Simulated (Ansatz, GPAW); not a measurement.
# BN in line between two Al chains: relaxation, then transmission at several levels, part 3 of 3

Aim: the conductance of BN in line between two Al chains after relaxation, and whether geometry, basis or functional moves it most.

GPAW 26.7.0 and Ansatz 0.2.0; Ansatz plane waves; relaxation of the junction with the lead ends held (the session's first sound run).

So far, transmission at the Fermi level (one spin): step 3 (plane-wave reference (PBE)) 0.131; step 5 (single-zeta polarised basis, PBE, GPAW) 0.132; step 6 (minimal basis, PBE, GPAW) 0.157; step 7 (revPBE in the dzp basis: xc = "revPBE") 0.139; step 8 (without the relaxation: geometry = "as built", PBE, GPAW) 1.35. Also open channels of the lead at the Fermi level (one spin): 2 in steps 3, 5, 6, 7 and 8.

### Step 10. The levels side by side

The curves are compared point by point over the common energies.

This step: comparison of transmission and cost over codes, levels and geometry (GPAW 26.7.0).

Ladder, by row:

```
      step    code  T at the Fermi level (sum over the listed spins)  conductance (G0)  r.m.s. T(E) from the first  wall time (s)  peak memory (GiB)  threads
    pw-pbe  Ansatz                                            0.1307            0.1322                           0          44.01              2.248        4
       dzp    GPAW                                            0.1464            0.1479                     0.09277          137.6               1.73        1
       szp    GPAW                                            0.1317            0.1329                      0.1197          128.3                1.7        1
        sz    GPAW                                            0.1567            0.1578                      0.1742          71.84               1.53        1
dzp-revPBE    GPAW                                            0.1394             0.141                     0.08099          142.6               1.73        1
   asbuilt    GPAW                                             1.353             1.341                      0.4939            132               1.73        1
```

Table of transmission, zone mean, sum over the listed spins by energy, zero at the Fermi level:

```
energy (eV)  pw-pbe      dzp      szp       sz  dzp-revPBE  asbuilt
     -2.000   0.225    0.231    0.224    0.301       0.232   0.0220
     -1.800   0.242    0.244    0.201    0.204       0.243   0.0165
     -1.600   0.175    0.174    0.102  3.7e-10       0.171   0.0105
     -1.400  0.0563   0.0491  0.00793  8.5e-12      0.0464  0.00371
     -1.200       0  3.2e-10  4.4e-11  1.6e-12     2.7e-10  2.4e-11
     -1.000       0  1.4e-11  6.1e-12  9.2e-13     1.2e-11  1.7e-12
     -0.800       0  7.7e-12  6.2e-12  2.3e-12     6.6e-12  9.6e-13
     -0.600       0  3.5e-10   2.4e-8  3.4e-10     2.7e-10  8.3e-13
     -0.400       0   6.1e-9  1.2e-10   2.0e-8      6.8e-9   0.0659
     -0.200  0.0465   0.0498   0.0391   0.0544      0.0485     1.10
      0.000   0.131    0.146    0.132    0.157       0.139     1.35
      0.200   0.264    0.296    0.273    0.305       0.286     1.23
      0.400   0.396    0.440    0.414    0.470       0.433     1.09
      0.600   0.562    0.615    0.609    0.715       0.603     1.06
      0.800   0.807    0.865    0.965     1.06       0.835     1.08
      1.000   1.000     1.09     1.06     1.17        1.10     1.26
      1.200    1.07     1.15     1.15     1.26        1.14     1.28
      1.400    1.20     1.26     1.28     1.36        1.24     1.31
      1.575    1.26     1.35     1.38     1.44        1.33     1.33
      1.600    1.26     1.36     1.39     1.45        1.34     1.33
      1.725    1.18     1.38     1.43     1.50        1.35     1.35
      1.800    1.11     1.37     1.44     1.51        1.34     1.36
      2.000   0.969     1.30     1.42     1.52        1.27     1.38
```

### Step 11. Broadening 0.01

The broadening keeps the Green's functions finite; too large a value absorbs electrons where channels are open and leaks them where none are.

This step: GPAW LCAO, PAW setups; Landauer transmission from Green's functions with principal layers (ASE), zero bias (GPAW 26.7.0).

Input file run.py:

```python
import json
import numpy as np
from ase import Atoms
from ase.transport.calculators import TransportCalculator
from gpaw import GPAW, FermiDirac
from gpaw.lcao.tools import get_lcao_hamiltonian
from scipy.linalg import eigh

# The junction with lead layers at both ends, along the third cell vector
device = Atoms(
    ['Al', 'Al', 'Al', 'Al', 'Al', 'Al', 'Al', 'B', 'N', 'Al', 'Al', 'Al', 'Al', 'Al', 'Al', 'Al'],
    positions=[
        [4.50000, 4.50000, 1.20000],
        [4.50000, 4.50000, 3.60000],
        [4.50000, 4.50000, 6.00000],
        [4.50000, 4.50000, 8.40000],
        [4.50000, 4.50000, 10.80000],
        [3.93506, 3.73303, 13.19462],
        [4.71730, 4.65832, 15.46312],
        [4.51717, 4.35216, 17.59024],
        [4.53608, 4.32085, 18.87900],
        [4.40706, 4.50794, 20.65495],
        [5.25862, 3.46442, 23.03760],
        [4.50000, 4.50000, 25.34760],
        [4.50000, 4.50000, 27.74760],
        [4.50000, 4.50000, 30.14760],
        [4.50000, 4.50000, 32.54760],
        [4.50000, 4.50000, 34.94760]],
    cell=[[9.0, 0.0, 0.0], [0.0, 9.0, 0.0], [0.0, 0.0, 36.1476]],
    pbc=True)

# One principal layer of the lead: the first 4 atoms of the device
lead = Atoms(
    ['Al', 'Al', 'Al', 'Al'],
    positions=[
        [4.50000, 4.50000, 1.20000],
        [4.50000, 4.50000, 3.60000],
        [4.50000, 4.50000, 6.00000],
        [4.50000, 4.50000, 8.40000]],
    cell=[[9.0, 0.0, 0.0], [0.0, 9.0, 0.0], [0.0, 0.0, 9.6]],
    pbc=True)

settings = dict(mode='lcao', basis='dzp', xc='PBE', h=0.18,
                occupations=FermiDirac(0.1), maxiter=250,
                mixer=dict(beta=0.1, nmaxold=8, weight=100.0),
                convergence=dict(density=0.0001))
energies = np.arange(-2, 2 + 1e-9, 0.025)
eta = 0.01
n1, n2 = 1, 1
# k and -k transmit alike, so half of the mesh across the current serves
mesh = [(i, j) for i in range(n1) for j in range(n2) if (i, j) <= (-i % n1, -j % n2)]
weights = np.array([1 if (i, j) == (-i % n1, -j % n2) else 2 for i, j in mesh]) / (n1 * n2)

# [... helper functions left out ...]
fermi_lead = ground_state(lead, (1, 1, 12), 'lead.txt')
fermi_device = ground_state(device, (1, 1, 2), 'device.txt')
# [... loop over the mesh left out, but for ...]
        # Shift the lead onto the potential of the device's first layer
        shift = ((H[:, 0, 0] - H0[:, 0, 0]) / S0[0, 0]).real.mean()
# [...]
kT = 8.617333e-5 * 300
bias = [0.1, 0.2, 0.5, 1.0, 1.5, 2.0]
# [... integrals and printing left out ...]
```

On the command line:

```bash
> OMP_NUM_THREADS=1 OPENBLAS_NUM_THREADS=1 python run.py
```

The job ended after 2.3 min (1 thread of Arm Neoverse V1, shared host; peak memory 1.7 GiB).

The run finished with changed settings (eta = 0.01); it serves as a test.

Side by side:

```
                                  quantity  this run  sound run  difference
                          conductance (G₀)   0.11197    0.14793     -0.0360
                        thermopower (μV/K)   -32.273    -30.443       -1.83
transmission at the Fermi level (one spin)   0.11069    0.14642     -0.0357
```

One result that differs is the transmission at the Fermi level (one spin), 0.111 against 0.146.

### Step 12. Results

```
conductance                                        : 0.148 G₀
transmission at the Fermi level, mean of the spins : 0.146
thermopower                                        : -30.4 μV/K
open channels of the lead there                    : 2
```

What this shows: In the dzp basis the junction conducts 0.148 G₀ at 300 K, with T = 0.146 a spin at the Fermi level; the sz basis reaches that conductance within 10 %. Relaxation moved atoms by up to 1.3 Å and took the conductance from 1.34 to 0.148 G₀, as a ratio a larger change than the step from dzp to the minimal basis. Plane waves (PBE) give T = 0.131 there. The scatterer reflects about 93 % of the incoming channels at the Fermi level. At the Fermi level two eigenchannels carry the current (0.096 and 0.051). The negative thermopower says that the thermally weighted transmission is larger above the Fermi level, as for electron-like transport. Measured against the first run (pw-pbe), the nearest curve is that of dzp-revPBE (r.m.s. 0.081) and the farthest that of asbuilt (0.49). Over the compared runs wall time goes from 44 s (pw-pbe) to 143 s (dzp-revPBE), on a shared host; the plane-wave run used 4 threads and the orbital runs 1. The leads kept an estimated spacing and the cell its length, so the junction may be under some tension or compression. Energies count from the junction cell's Fermi level; in the run with T = 0.146 there, the aligned lead's own level lies at 0.012 eV, where T interpolates to 0.154; the finite cell leaves the answer open by at least that much. An evenly spaced straight chain is an idealisation: free chains tend to dimerise, zigzag or, where a band edge lies near the Fermi level, turn magnetic. The currents use the zero-bias T(E) throughout, which holds only while the bias is small against the distance to the nearest feature.

[Logs are printed without paths, hosts, clocks, repeated set-up lines and the standing remarks that a program may print on its own settings, such as how far it seeks lower states.]

[Hosts, paths, dates, database ids (printed as entryN), source tags and the programs' standing remarks are cut or masked in the printed files.]
